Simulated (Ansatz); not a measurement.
# PbO-type GdN

The computed numbers are results of PBE+U (U_eff = 6 eV on Gd 4f), scalar-relativistic (collinear spin) in the plane-wave PAW code Ansatz at 420 eV, 8×8×8 k-mesh, Gaussian smearing of 0.05 eV; PAW files: Ansatz's generated set soft_2.

```xyz
4
Lattice="4.3248 0.0000 0.0000 0.0000 4.3248 0.0000 0.0000 0.0000 3.5938" Properties=species:S:1:pos:R:3 pbc="T T T"
Gd    2.1624    0.0000    0.8768
Gd    0.0000    2.1624    2.7171
N     0.0000    0.0000    0.0000
N     2.1624    2.1624    0.0000
```

The start was a prototype's sites filled with these elements. The Crystallography Open Database lists the compound in space group Fm-3m (rock salt), so this is a trial structure.

The geometry is fixed. Moments are started on Gd in several ways. Signs follow the order of those atoms. q is the propagation vector of an order in a doubled cell, in units of this cell's reciprocal vectors; doubled cells take an equivalent mesh or are counted from a ferromagnetic run in the same cell, unless said otherwise. Energies count from the first row, the state in which the cell was relaxed.

The starts:
- ferromagnetic
- no spin polarisation
- antiferromagnetic in the cell, signs +-
- antiparallel, q = (0, 0, 1/2), signs ++--
- antiparallel, q = (0, 1/2, 0), signs ++--
- antiparallel, q = (0, 1/2, 1/2), signs ++--

Problem. Which start ends lowest?

Solution. Lowest, alike within 0.5 meV/atom: ferromagnetic; antiparallel, q = (0, 0, 1/2), signs ++--; antiparallel, q = (0, 1/2, 0), signs ++--, though «antiferromagnetic in the cell, signs +-» and «antiparallel, q = (0, 1/2, 1/2), signs ++--» lie within 1.4 meV/atom, too near to part.

| start | largest typed moment (μB) | ΔE (meV/atom) | gap on the mesh (eV) | P (GPa) | final spin moments (μB) |
| --- | --- | --- | --- | --- | --- |
| ferromagnetic | 7.56* | 0.0 | 0.25 | -0.1 | Gd 6.87; N -0.10 |
| no spin polarisation | 0.00 | 4710.5 | metal | 1.2 | none |
| antiferromagnetic in the cell, signs +- | 7.00* | 0.9 | 0.67 | -0.1 | Gd 6.87, -6.87 |
| antiparallel, q = (0, 0, 1/2), signs ++-- | 7.00* | 0.5 | 0.67 | -0.1 | Gd 6.87, -6.87 |
| antiparallel, q = (0, 1/2, 0), signs ++-- | 7.00* | 0.0 | 0.60 | -0.1 | Gd 6.87, -6.87 |
| antiparallel, q = (0, 1/2, 1/2), signs ++-- | 7.00* | 1.4 | 0.67 | 0.0 | Gd 6.87, -6.87 |

A star marks runs that didn't start from the typed moments alone: they went on from the state of an earlier run.

The atoms aren't at rest in: no spin polarisation (forces up to 0.19 eV/Å), so relaxing would lower that row.

The program marks the state without spin polarisation as possibly unstable.

The row without spin polarisation prices the pairing of the open shell's electrons, in one of several fillings that the shell can take under U, not a magnetic ordering energy.

Only orders that fit these small cells were tried, so the real crystal's order may be another.

Hund's first rule gives Gd³⁺ with 7 f electrons 7 unpaired spins, a spin moment of 7 μB; the run has 6.87 μB on Gd (atomic spheres) and 7.06 f electrons on orthogonalised orbitals. The moment is close to the ion's, so in this run the shell is localised and nearly fully polarised.

These numbers lack spin–orbit coupling. Site moments are of spin, integrated over atomic spheres. A gap on the mesh alone may be smaller, or close, between its points.

A lower state of the open shells can't be excluded.
